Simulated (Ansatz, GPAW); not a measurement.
# A Ga chain with a Ti atom bridging one bond: relaxation, then transmission at several levels, part 3 of 3

Wanted: T(E) of a Ga chain with a Ti atom bridging one bond at a relaxed geometry in two programs, beside the unrelaxed structure.

GPAW 26.7.0 and Ansatz 0.2.0; Ansatz plane waves; relaxation of the junction with the lead ends held; PAW set soft_1 (the session's first sound run).

So far, transmission at the Fermi level (one spin): step 3 (plane-wave reference (PBE)) 1.02; step 5 (single-zeta polarised basis, PBE, GPAW) 0.957; step 6 (minimal basis, PBE, GPAW) 0.929; step 7 (LDA in the dzp basis: xc = "LDA") 0.996; step 8 (without the relaxation: geometry = "as built", PBE, GPAW) 1.89.

### Step 11. Smearing 0.05, functional revPBE, basis szp(dzp): width = 0.05, xc = "revPBE" and basis = "szp(dzp)"

Smearing helps the SCF of a metal converge, but it blurs occupations at band edges near the Fermi level. The functional moves levels against the Fermi level. A smaller basis is cheaper in every inversion.

This step: GPAW LCAO, PAW setups; Landauer transmission from Green's functions with principal layers (ASE), zero bias (GPAW 26.7.0).

File run.py:

```python
import json
import numpy as np
from ase import Atoms
from ase.transport.calculators import TransportCalculator
from gpaw import GPAW, FermiDirac
from gpaw.lcao.tools import get_lcao_hamiltonian
from scipy.linalg import eigh

# The junction with lead layers at both ends, along the third cell vector
device = Atoms(
    ['Ga', 'Ga', 'Ga', 'Ga', 'Ga', 'Ga', 'Ti', 'Ga', 'Ga', 'Ga', 'Ga', 'Ga', 'Ga'],
    positions=[
        [4.50000, 4.50000, 1.27500],
        [4.50000, 4.50000, 3.82500],
        [4.50000, 4.50000, 6.37500],
        [4.50000, 4.50000, 8.92500],
        [3.70002, 3.97256, 11.58118],
        [4.40894, 4.37627, 14.11853],
        [6.45707, 4.65778, 15.44865],
        [4.44883, 4.41275, 16.85077],
        [3.50047, 4.61454, 19.32130],
        [4.50000, 4.50000, 21.87500],
        [4.50000, 4.50000, 24.42500],
        [4.50000, 4.50000, 26.97500],
        [4.50000, 4.50000, 29.52500]],
    cell=[[9.0, 0.0, 0.0], [0.0, 9.0, 0.0], [0.0, 0.0, 30.8]],
    pbc=True)

# One principal layer of the lead: the first 3 atoms of the device
lead = Atoms(
    ['Ga', 'Ga', 'Ga'],
    positions=[
        [4.50000, 4.50000, 1.27500],
        [4.50000, 4.50000, 3.82500],
        [4.50000, 4.50000, 6.37500]],
    cell=[[9.0, 0.0, 0.0], [0.0, 9.0, 0.0], [0.0, 0.0, 7.65]],
    pbc=True)

settings = dict(mode='lcao', basis='szp(dzp)', xc='revPBE', h=0.2,
                occupations=FermiDirac(0.05), maxiter=250,
                mixer=dict(beta=0.1, nmaxold=8, weight=100.0),
                convergence=dict(density=0.0001))
energies = np.arange(-2, 2 + 1e-9, 0.025)
eta = 0.0001
n1, n2 = 1, 1
# k and -k transmit alike, so half of the mesh across the current serves
mesh = [(i, j) for i in range(n1) for j in range(n2) if (i, j) <= (-i % n1, -j % n2)]
weights = np.array([1 if (i, j) == (-i % n1, -j % n2) else 2 for i, j in mesh]) / (n1 * n2)

# [... helper functions left out ...]
fermi_lead = ground_state(lead, (1, 1, 15), 'lead.txt')
fermi_device = ground_state(device, (1, 1, 3), 'device.txt')
# [... loop over the mesh left out, but for ...]
        # Shift the lead onto the potential of the device's first layer
        shift = ((H[:, 0, 0] - H0[:, 0, 0]) / S0[0, 0]).real.mean()
# [...]
kT = 8.617333e-5 * 300
bias = [0.1, 0.2, 0.5, 1.0, 1.5, 2.0]
# [... integrals and printing left out ...]
```

Launch:

```bash
> OMP_NUM_THREADS=1 OPENBLAS_NUM_THREADS=1 python run.py
```

It took 65 s on 1 thread of Intel Xeon Platinum 8488C (Sapphire Rapids), shared host; peak memory 1 GiB.

Numbers from this step:

| Property | Result |
| --- | --- |
| conductance | 1.093 G₀ |
| thermopower | -13.71 μV/K |
| largest coupling past the next principal layer | 5.83e-5 eV |
| largest misfit of the first principal layer | 0.04893 eV |
| shift that aligns the lead | -0.01722 eV |
| basis functions of the junction | 124 |
| basis functions of a principal layer | 27 |
| transmission at the Fermi level (one spin) | 1.089 |

One spin. Transmission, zone mean against energy, zero at the Fermi level:

energy (eV), transmission, zone mean and a bar:
```
   -2.000       0.18 ###
   -1.900       0.16 ##
   -1.800       0.13 ##
   -1.700       0.08 #
   -1.600       0.00 
   -1.500       0.00 
   -1.400       0.63 ##########
   -1.300       0.50 ########
   -1.200       0.48 #######
   -1.100       0.51 ########
   -1.000       0.55 ########
   -0.900       0.63 #########
   -0.800       0.72 ###########
   -0.700       0.81 ############
   -0.600       0.88 #############
   -0.500       1.00 ###############
   -0.400       0.99 ###############
   -0.300       0.97 ###############
   -0.200       0.93 ##############
   -0.100       0.88 #############
    0.000       1.09 ################
    0.050       1.33 ####################
    0.100       1.09 ################
    0.200       0.39 ######
    0.300       0.28 ####
    0.375       0.72 ###########
    0.400       0.10 ##
    0.500       0.18 ###
    0.600       0.25 ####
    0.700       0.41 ######
    0.800       0.76 ############
    0.900       1.30 ####################
    1.000       1.64 #########################
    1.100       1.74 ##########################
    1.200       1.79 ###########################
    1.300       1.86 ############################
    1.400       1.93 #############################
    1.500       1.98 ##############################
    1.550       1.98 ##############################
    1.600       1.98 ##############################
    1.700       1.90 #############################
    1.800       1.75 ##########################
    1.900       1.53 #######################
    2.000       1.32 ####################
```

Not self-consistent under bias; the bias window is split evenly. Current through one cell, from the zero-bias transmission against bias:

| bias (V) | current through one cell, from the zero-bias transmission (μA) |
| --- | --- |
| 0.100 | 8.41 |
| 0.200 | 16.3 |
| 0.500 | 33.8 |
| 1.000 | 57.8 |
| 1.500 | 79.2 |
| 2.000 | 114 |

The transmission of the three most open eigenchannels by energy, zero at the Fermi level:

| energy (eV) | channel 1 | channel 2 | channel 3 |
| --- | --- | --- | --- |
| -2.000 | 0.177 | 0 | 0 |
| -1.800 | 0.132 | 0 | 0 |
| -1.600 | 7.3e-8 | 0 | 0 |
| -1.400 | 0.630 | 0 | 0 |
| -1.200 | 0.485 | 0 | 0 |
| -1.000 | 0.554 | 0 | 0 |
| -0.800 | 0.718 | 0 | 0 |
| -0.600 | 0.885 | 0 | 0 |
| -0.400 | 0.990 | 0 | 0 |
| -0.200 | 0.884 | 0.0415 | 0.00931 |
| 0.000 | 0.702 | 0.347 | 0.0397 |
| 0.200 | 0.226 | 0.120 | 0.0436 |
| 0.400 | 0.0910 | 0.0109 | 0.00115 |
| 0.600 | 0.131 | 0.0962 | 0.0234 |
| 0.800 | 0.387 | 0.245 | 0.130 |
| 1.000 | 0.986 | 0.502 | 0.152 |
| 1.200 | 0.964 | 0.730 | 0.0952 |
| 1.400 | 0.973 | 0.913 | 0.0408 |
| 1.600 | 0.993 | 0.977 | 0.00638 |
| 1.800 | 0.956 | 0.791 | 0.00246 |
| 2.000 | 0.749 | 0.551 | 0.0171 |

The conductance, 1.09 G₀, lies 8.5 % above that of the dzp run.

### Step 12. Outcome

| Item | Value |
| --- | --- |
| conductance | 1.01 G₀ |
| transmission at the Fermi level, mean of the spins | 0.967 |
| thermopower | -14.7 μV/K |

In the dzp basis the junction conducts 1.01 G₀ at 300 K, with T = 0.967 a spin at the Fermi level; the sz basis reaches that conductance within 10 %. Relaxation moved atoms by up to 1.0 Å and took the conductance from 1.86 to 1.01 G₀, as a ratio a larger change than the step from dzp to the minimal basis. Plane waves (PBE) give T = 1.02 there. At the Fermi level the three most open eigenchannels pass 0.58, 0.35 and 0.033. The negative thermopower says that the thermally weighted transmission is larger above the Fermi level, as for electron-like transport. Measured against the first run (pw-pbe), the nearest curve is that of dzp (r.m.s. 0.075) and the farthest that of asbuilt (0.55). Over the compared runs wall time goes from 43 s (sz) to 77 s (dzp), on a shared host; the plane-wave run used 4 threads and the orbital runs 1. The leads kept an estimated spacing and the cell its length, so the junction may be under some tension or compression. The run had no spin polarisation, so a magnetic state, which chains and small molecules with open shells often have, wasn't tested. An evenly spaced straight chain is an idealisation: free chains tend to dimerise, zigzag or, where a band edge lies near the Fermi level, turn magnetic. The currents use the zero-bias T(E) throughout, which holds only while the bias is small against the distance to the nearest feature.

[Logs are printed without paths, hosts, clocks, repeated set-up lines and the standing remarks that a program may print on its own settings, such as how far it seeks lower states.]

[Hosts, paths, dates, database ids (printed as entryN), source tags and the programs' standing remarks are cut or masked in the printed files.]
